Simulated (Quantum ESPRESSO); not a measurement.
# Ag (Fm-3m) in Quantum ESPRESSO: settings compared, part 3 of 4

Quantum ESPRESSO 7.5. The steps go on from the part before.

### 4 Phonons, PBE

The input, pw.in:

```
&CONTROL
  calculation = 'scf'
  prefix = 'pwscf'
  outdir = './tmp'
  pseudo_dir = './pseudo'
  tprnfor = .true.
  tstress = .true.
  disk_io = 'low'
/
&SYSTEM
  ibrav = 0
  nat = 1
  ntyp = 1
  ecutwfc = 82
  nbnd = 16
  occupations = 'smearing'
  smearing = 'mp'
  degauss = 0.01999163
/
&ELECTRONS
  conv_thr = 2d-10
  electron_maxstep = 120
  mixing_beta = 0.5
/
ATOMIC_SPECIES
Ag   107.8682 Ag.upf
CELL_PARAMETERS angstrom
   0.0000000000    2.0427500000    2.0427500000
   2.0427500000    0.0000000000    2.0427500000
   2.0427500000    2.0427500000    0.0000000000
ATOMIC_POSITIONS crystal
Ag     0.0000000000    0.0000000000    0.0000000000
K_POINTS automatic
11 11 11 0 0 0
```

The input, relax.in:

```
&CONTROL
  calculation = 'vc-relax'
  prefix = 'pwscf'
  outdir = './tmp'
  pseudo_dir = './pseudo'
  tprnfor = .true.
  tstress = .true.
  disk_io = 'low'
  nstep = 40
  forc_conv_thr = 0.0001
  etot_conv_thr = 1d-06
/
&SYSTEM
  ibrav = 0
  nat = 1
  ntyp = 1
  ecutwfc = 82
  nbnd = 16
  occupations = 'smearing'
  smearing = 'mp'
  degauss = 0.01999163
/
&ELECTRONS
  conv_thr = 2d-10
  electron_maxstep = 120
  mixing_beta = 0.5
/
&IONS
  ion_dynamics = 'bfgs'
/
&CELL
  cell_dynamics = 'bfgs'
  press = 0
  press_conv_thr = 0.2
/
ATOMIC_SPECIES
Ag   107.8682 Ag.upf
CELL_PARAMETERS angstrom
   0.0000000000    2.0427500000    2.0427500000
   2.0427500000    0.0000000000    2.0427500000
   2.0427500000    2.0427500000    0.0000000000
ATOMIC_POSITIONS crystal
Ag     0.0000000000    0.0000000000    0.0000000000
K_POINTS automatic
11 11 11 0 0 0
```

The input, scf2.in:

```
&CONTROL
  calculation = 'scf'
  prefix = 'pwscf'
  outdir = './tmp'
  pseudo_dir = './pseudo'
  tprnfor = .true.
  tstress = .true.
  disk_io = 'low'
/
&SYSTEM
  ibrav = 0
  nat = 1
  ntyp = 1
  ecutwfc = 82
  nbnd = 16
  occupations = 'smearing'
  smearing = 'mp'
  degauss = 0.01999163
/
&ELECTRONS
  conv_thr = 1d-13
  electron_maxstep = 120
  mixing_beta = 0.5
  startingpot = 'file'
  startingwfc = 'file'
/
ATOMIC_SPECIES
Ag   107.8682 Ag.upf
CELL_PARAMETERS angstrom
   0.0000000000    2.0698499530    2.0698499530
   2.0698499530    0.0000000000    2.0698499530
   2.0698499530    2.0698499530    0.0000000000
ATOMIC_POSITIONS crystal
Ag     0.0000000000    0.0000000000    0.0000000000
K_POINTS automatic
11 11 11 0 0 0
```

The input, ph.in:

```
phonons of Ag
&INPUTPH
  prefix = 'pwscf'
  outdir = './tmp'
  tr2_ph = 1d-16
  fildyn = 'dyn'
  niter_ph = 60
  alpha_mix(1) = 0.4
/
0.1767766953 0.7071067812 0.1767766953
```

Potentials or basis: PseudoDojo 0.4.1 SR PBE standard.

On the command line:

```bash
OMP_NUM_THREADS=1 pw.x -in pw.in > pw.out
OMP_NUM_THREADS=1 pw.x -in relax.in > relax.out
OMP_NUM_THREADS=1 pw.x -in scf2.in > scf2.out
OMP_NUM_THREADS=1 ph.x -in ph.in > ph.out
```

pw.out:

```text
This program is part of the open-source Quantum ESPRESSO suite
     for quantum simulation of materials; please cite
[... 9 lines left out ...]
     --------------------
     sticks:   dense  smooth     PW     G-vecs:    dense   smooth      PW
     Sum         673     673    211                11575    11575    1989

     Using Slab Decomposition

     bravais-lattice index     =            0
     lattice parameter (alat)  =       5.4592  a.u.
     unit-cell volume          =     115.0462 (a.u.)^3
     number of atoms/cell      =            1
     number of atomic types    =            1
     number of electrons       =        19.00
     number of Kohn-Sham states=           16
     kinetic-energy cutoff     =      82.0000  Ry
     charge density cutoff     =     328.0000  Ry
     scf convergence threshold =      2.0E-10
     mixing beta               =       0.5000
     number of iterations used =            8  plain     mixing
     Exchange-correlation= PBE
                           (   1   4   3   4   0   0   0)

     celldm(1)=   5.459201  celldm(2)=   0.000000  celldm(3)=   0.000000
     celldm(4)=   0.000000  celldm(5)=   0.000000  celldm(6)=   0.000000

     crystal axes: (cart. coord. in units of alat)
               a(1) = (   0.000000   0.707107   0.707107 )
               a(2) = (   0.707107   0.000000   0.707107 )
               a(3) = (   0.707107   0.707107   0.000000 )

     reciprocal axes: (cart. coord. in units 2 pi/alat)
               b(1) = ( -0.707107  0.707107  0.707107 )
               b(2) = (  0.707107 -0.707107  0.707107 )
               b(3) = (  0.707107  0.707107 -0.707107 )

     PseudoPot. # 1 for Ag read from file:
     Ag.upf
     Pseudo is Norm-conserving + core correction, Zval = 19.0
     Generated using ONCVPSP code by D. R. Hamann
     Using radial grid of 1538 points,  6 beta functions with:
                l(1) =   0
                l(2) =   0
                l(3) =   1
                l(4) =   1
                l(5) =   2
                l(6) =   2

     atomic species   valence    mass     pseudopotential
     Ag               19.00   107.86820     Ag( 1.00)

     48 Sym. Ops., with inversion, found

   Cartesian axes

     site n.     atom                  positions (alat units)
         1        Ag     tau(   1) = (   0.0000000   0.0000000   0.0000000  )

     number of k points=    56  Methfessel-Paxton smearing, width (Ry)=  0.0200
                       cart. coord. in units 2pi/alat
        k(    1) = (   0.0000000   0.0000000   0.0000000), wk =   0.0015026
        k(    2) = (   0.0642824   0.0642824  -0.0642824), wk =   0.0120210
        k(    3) = (   0.1285649   0.1285649  -0.1285649), wk =   0.0120210
        k(    4) = (   0.1928473   0.1928473  -0.1928473), wk =   0.0120210
        k(    5) = (   0.2571297   0.2571297  -0.2571297), wk =   0.0120210
        k(    6) = (   0.3214122   0.3214122  -0.3214122), wk =   0.0120210
[... 48 lines left out ...]
        k(   55) = (  -0.0642824  -0.4499770   0.7071068), wk =   0.0360631
        k(   56) = (   0.0000000  -0.3856946   0.6428243), wk =   0.0360631

     Dense  grid:    11575 G-vectors     FFT dimensions: (  32,  32,  32)

     Initial potential from superposition of free atoms

     starting charge      18.9995, renormalised to      19.0000
     Starting wfcs are   10 randomized atomic wfcs +    6 random wfcs

     Self-consistent Calculation

     iteration #  1     ecut=    82.00 Ry     beta= 0.50
     Davidson diagonalization with overlap
     ethr =  1.00E-02,  avg # of iterations =  4.7

     Threshold (ethr) on eigenvalues was too large:
     Diagonalizing with lowered threshold

     Davidson diagonalization with overlap
     ethr =  3.32E-04,  avg # of iterations =  1.5

     total energy              =    -310.01844666 Ry
     estimated scf accuracy    <       0.06310954 Ry

     iteration #  2     ecut=    82.00 Ry     beta= 0.50
     Davidson diagonalization with overlap
     ethr =  3.32E-04,  avg # of iterations =  2.0
[... 43 lines left out ...]
     total energy              =    -310.03735373 Ry
     estimated scf accuracy    <          2.1E-10 Ry

     iteration #  9     ecut=    82.00 Ry     beta= 0.50
     Davidson diagonalization with overlap
     ethr =  1.12E-12,  avg # of iterations =  2.0

     End of self-consistent calculation

          k = 0.0000 0.0000 0.0000 (  1459 PWs)   bands (ev):

   -74.5714 -37.9585 -37.9585 -37.9585   9.6557  12.6473  12.6473  12.6473
    13.6857  13.6857  33.6329  37.1725  37.1725  37.1725  41.8865  42.7620

          k = 0.0643 0.0643-0.0643 (  1435 PWs)   bands (ev):

   -74.5700 -37.9716 -37.9605 -37.9605   9.9116  12.5921  12.7160  12.7160
    13.6616  13.6616  33.5598  35.3525  37.2461  37.2461  41.4519  42.5335

          k = 0.1286 0.1286-0.1286 (  1426 PWs)   bands (ev):
[... 96 lines left out ...]
   -74.5529 -38.0983 -38.0182 -37.9873  11.6147  12.3966  13.0589  13.2778
    14.1461  17.8629  22.9319  29.4149  34.1171  34.3596  41.4103  42.2053

          k =-0.0643-0.3214 0.3214 (  1433 PWs)   bands (ev):

   -74.5558 -38.0757 -38.0127 -37.9792  11.7927  12.4699  12.8988  13.1348
    13.7045  16.0828  26.1069  29.2834  34.8886  36.3263  39.7344  42.1507

          k = 0.0000-0.2571 0.2571 (  1428 PWs)   bands (ev):

   -74.5599 -38.0482 -37.9979 -37.9714  11.6991  12.2447  12.8608  13.2641
    13.2951  14.8278  29.3958  29.7821  36.1735  38.0190  38.5435  42.1161

          k = 0.3857 0.0000-0.0000 (  1443 PWs)   bands (ev):

   -74.5583 -38.0484 -37.9945 -37.9945  11.5020  11.7452  13.6664  13.6664
    13.9624  14.1127  31.5185  31.5185  32.2872  34.2102  35.3652  45.4779

          k = 0.4500 0.0643-0.0643 (  1431 PWs)   bands (ev):
[... 36 lines left out ...]
   -74.5489 -38.0987 -38.0389 -38.0135  11.2925  11.5681  13.7669  14.0567
    14.5579  19.9566  24.5015  25.3500  29.4294  34.3666  39.0080  45.7215

          k =-0.0000-0.5143 0.5143 (  1448 PWs)   bands (ev):

   -74.5491 -38.0831 -38.0597 -38.0068  11.5015  11.9776  13.2223  13.8316
    14.3578  22.1186  22.1319  24.6580  30.6126  34.2348  42.3955  44.7259

          k = 0.6428-0.0000 0.0000 (  1432 PWs)   bands (ev):

   -74.5489 -38.1110 -38.0202 -38.0202  11.0379  11.1716  14.4354  14.6363
    14.6363  18.4832  24.8652  28.3011  28.3011  34.5196  34.6618  47.4556

          k =-0.0000-0.6428 0.6428 (  1428 PWs)   bands (ev):

   -74.5484 -38.1103 -38.0270 -38.0197  11.0860  11.2346  14.3620  14.4156
    14.6539  19.4957  24.1972  26.9378  28.4442  34.5280  36.0522  46.8705

          k = 0.2571 0.1286 0.0000 (  1441 PWs)   bands (ev):

   -74.5634 -38.0210 -37.9826 -37.9711  11.1364  12.2163  12.9248  13.1337
    13.4904  14.0692  31.6276  31.8533  36.1544  36.2091  39.7850  41.4704

          k = 0.3214 0.1928-0.0643 (  1431 PWs)   bands (ev):

   -74.5591 -38.0552 -37.9952 -37.9773  11.6156  12.3472  12.7332  13.2137
    13.7795  14.8182  28.1961  31.2215  34.6241  36.8449  39.8202  41.3527

          k = 0.3857 0.2571-0.1286 (  1442 PWs)   bands (ev):
[... 26 lines left out ...]
   -74.5508 -38.0954 -38.0344 -37.9989  11.7783  12.1782  12.9507  13.3561
    14.3727  20.0350  21.6703  28.3239  30.5523  35.8847  41.1135  45.0806

          k =-0.0643-0.3214 0.4500 (  1454 PWs)   bands (ev):

   -74.5523 -38.0857 -38.0327 -37.9923  11.9524  12.2573  12.6729  13.4411
    14.0890  17.9692  24.4339  27.7543  31.7444  36.6171  40.1583  44.3634

          k = 0.0000-0.2571 0.3857 (  1443 PWs)   bands (ev):

   -74.5554 -38.0713 -38.0179 -37.9839  12.1169  12.1774  12.4945  13.5795
    13.6777  16.1649  27.6525  27.8298  33.1721  37.9626  38.5634  43.0118

          k = 0.5143 0.1286 0.0000 (  1435 PWs)   bands (ev):

   -74.5520 -38.0873 -38.0176 -38.0082  11.4799  11.5217  13.5301  14.2365
    14.2620  16.8440  28.0433  28.3225  28.6901  35.6849  36.5717  45.0572

          k =-0.1286-0.5143 0.6428 (  1445 PWs)   bands (ev):

   -74.5500 -38.0931 -38.0336 -38.0121  11.4852  11.7014  13.3069  14.0023
    14.5093  18.9376  25.1674  26.9518  28.3851  35.8660  39.1239  44.0594

          k =-0.0643-0.4500 0.5785 (  1449 PWs)   bands (ev):

   -74.5492 -38.0850 -38.0534 -38.0096  11.6237  12.0151  12.9876  13.7492
    14.4726  21.4292  22.4403  25.7108  29.1071  35.9194  42.1605  43.2161

          k = 0.0000-0.3857 0.5143 (  1451 PWs)   bands (ev):

   -74.5501 -38.0749 -38.0607 -38.0019  11.8815  12.3283  12.5628  13.6041
    14.2422  20.0170  24.0209  25.2385  30.3197  36.2404  41.4678  45.8195

          k =-0.0643-0.5785 0.7071 (  1440 PWs)   bands (ev):

   -74.5488 -38.1045 -38.0275 -38.0201  11.2180  11.3347  14.0119  14.3102
    14.6358  19.2911  24.9464  27.2892  27.3717  35.6231  36.4169  45.9631

          k =-0.0000-0.5143 0.6428 (  1446 PWs)   bands (ev):
[... 11 lines left out ...]
   -74.5496 -38.0825 -38.0510 -38.0099  11.9080  12.1183  12.5768  13.6713
    14.4598  20.5438  23.2512  26.7033  27.9469  38.0582  40.1956  44.0078

          k =-0.0643-0.4500 0.7071 (  1443 PWs)   bands (ev):

   -74.5487 -38.0870 -38.0472 -38.0196  11.6282  11.8179  13.0192  13.8839
    14.6341  20.9564  25.1112  25.2266  26.2537  38.0500  39.7742  42.8247

          k = 0.0000-0.3857 0.6428 (  1446 PWs)   bands (ev):

   -74.5486 -38.0728 -38.0640 -38.0187  11.7604  12.1725  12.5941  13.7072
    14.6316  22.8009  22.9819  24.7739  26.6658  38.6822  41.1232  42.5553

     the Fermi energy is    17.6834 ev

!    total energy              =    -310.03735373 Ry
     estimated scf accuracy    <          8.5E-14 Ry
     smearing contrib. (-TS)   =      -0.00002547 Ry
     internal energy E=F+TS    =    -310.03732826 Ry

     The total energy is F=E-TS. E is the sum of the following terms:
     one-electron contribution =    -120.30109747 Ry
     hartree contribution      =      70.97999534 Ry
     xc contribution           =     -46.33369438 Ry
     ewald contribution        =    -214.38253174 Ry

     convergence has been achieved in   9 iterations

     Forces acting on atoms (cartesian axes, Ry/au):

     atom    1 type  1   force =     0.00000000    0.00000000    0.00000000

     Total force =     0.000000     Total SCF correction =     0.000000

     Computing stress (Cartesian axis) and pressure

          total   stress  (Ry/bohr**3)                   (kbar)     P=       42.88
   0.00029148  -0.00000000  -0.00000000           42.88       -0.00       -0.00
  -0.00000000   0.00029148  -0.00000000           -0.00       42.88       -0.00
  -0.00000000  -0.00000000   0.00029148           -0.00       -0.00       42.88

=------------------------------------------------------------------------------=
   JOB DONE.
=------------------------------------------------------------------------------=
```

Wall time 8.7 min (1 thread of Intel Xeon Platinum 8375C at 2.90GHz (Ice Lake), shared host); peak memory 0.09 GiB.

Results:

```yaml
Free_energy: -4218.2831 eV
Relaxed_volume: 17.74 Å³/atom
Relaxed_cell: a = 2.927 Å, b = 2.927 Å, c = 2.927 Å, α = 60.00°, β = 60.00°, γ = 60.00°
Space_group_after_relaxing_to_0.05_Å: Fm-3m (No. 225)
Pressure_after_relaxing: 0.2 GPa
Band_gap_on_the_k_mesh: none (metal or under the smearing width)
Highest_phonon_frequency_at_the_q_point_run: 172 cm⁻¹
```

Step by step:
```tsv
step	energy change (eV)	largest force (eV/Å)	pressure (GPa)	volume (Å³)
1	0.0000	0.0000	4.29	17.05
2	-0.0071	0.0000	1.82	17.42
3	-0.0088	0.0000	0.14	17.71
4	-0.0088	0.0000	0.01	17.74
```

Final structure:
```
Ag
1.0
     0.00000    2.06985    2.06985
     2.06985    0.00000    2.06985
     2.06985    2.06985    0.00000
Ag
1
Direct
  0.00000 0.00000 0.00000
```

Phonon frequencies in cm⁻¹ (negative: imaginary):
```tsv
q point	frequencies
(0.625, 0.250, 0.625)	121 172 172
```

Phonon modes at q = (0.625, 0.250, 0.625) in reciprocal lattice units:
```tsv
mode	symmetry	cm⁻¹
1	B_1	121
2	B_2	172
3	A_1	172
```

Caveat: the q point doesn't lie on the k mesh, which can shift a metal's frequencies strongly unless the mesh is converged.

[end of part 3 of 4]
